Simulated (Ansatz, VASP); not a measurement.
# One calculation of As, two programs

```
As
1.0
     2.70368    0.00000    0.00000
     0.00000    2.70368    0.00000
     0.00000    0.00000    2.70368
As
1
Direct
  0.50000 0.50000 0.50000
```

This isn't the form of As at room conditions, which is rhombohedral.

Alike in both runs: task single point; functional HSE(alpha, omega); k mesh 5 × 5 × 5; occupations fermi-dirac, width 0.05 eV; no spin polarisation.

|  | VASP | Ansatz |
| --- | --- | --- |
| version | VASP 6.6.1 | Ansatz 0.2.0 |
| potentials or method | VASP PAW PBE potentials, release 64 (As) | Ansatz PAW |
| plane-wave cutoff (eV) | 520 | 420 |
| valence electrons in the cell | 5 | 15 |

Ansatz gave:

| Item | Value |
| --- | --- |
| gap on the k mesh at the Fermi level (eV) | none |
| pressure (GPa) | 0.2 |

**Question.** Estimate VASP's values.

**Answer.** gap on the k mesh at the Fermi level (eV): none; pressure (GPa): -0.2.

A gap of «none» marks a metal or a gap that the smearing closes. The two sets of potentials don't hold the same shells in valence.

Caveats: the k mesh is coarse (spacing up to 0.46 Å⁻¹), so the values aren't converged, least of all with exact exchange; the PAW data sets were made with another functional, which shifts forces and pressure a little (VASP); the PAW data sets come from PBE, with cores solved anew for the run's functional, which leaves a small shift of forces and pressure (Ansatz); the thresholds are loose for stress (Ansatz).
